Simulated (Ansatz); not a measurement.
**KMgF3 in Ansatz: the effect of functional**

KMgF3:

```
K Mg F
1.0
     3.98590    0.00000    0.00000
     0.00000    3.98590    0.00000
     0.00000    0.00000    3.98590
K Mg F
1 1 3
Direct
  0.50000 0.50000 0.50000
  0.00000 0.00000 0.00000
  0.00000 0.00000 0.50000
  0.00000 0.50000 0.00000
  0.50000 0.00000 0.00000
```

Alike in all runs:

```yaml
Program: Ansatz 0.2.0
Task: projected density of states
Potentials_or_basis: Ansatz PAW
k_mesh: 7 × 7 × 7
Occupations: fermi-dirac, width 0.05 eV
Spin: no spin polarisation
```

```csv
functional,cutoff,gap on the mesh (eV),pressure (GPa)
LDA,420 eV (not typed: the program's choice for these potentials),7.02,-4.5
PBE,420 eV (not typed: the program's choice for these potentials),7.37,3.8
PBEsol,420 eV (not typed: the program's choice for these potentials),7.18,0.3
RPBE,420 eV (not typed: the program's choice for these potentials),7.67,8.1
revPBE,420 eV (not typed: the program's choice for these potentials),7.61,7.2
BLYP,420 eV (not typed: the program's choice for these potentials),?,?
r2SCAN,500 eV (not typed: the program's choice for these potentials),8.30,-0.3
```

Q: What does the run with functional BLYP give?

A: gap on the mesh 7.49 eV; pressure 5.0 GPa.

Caveats: odd divisions of the mesh miss points on the zone boundary, where band edges often lie, so the gap on the mesh can be too wide; the density of states is complete only up to the lowest level of the last band computed; the PAW data sets come from PBE, with cores solved anew for the run's functional, which leaves a small shift of forces and pressure (some runs).

A k mesh can miss the band edges.
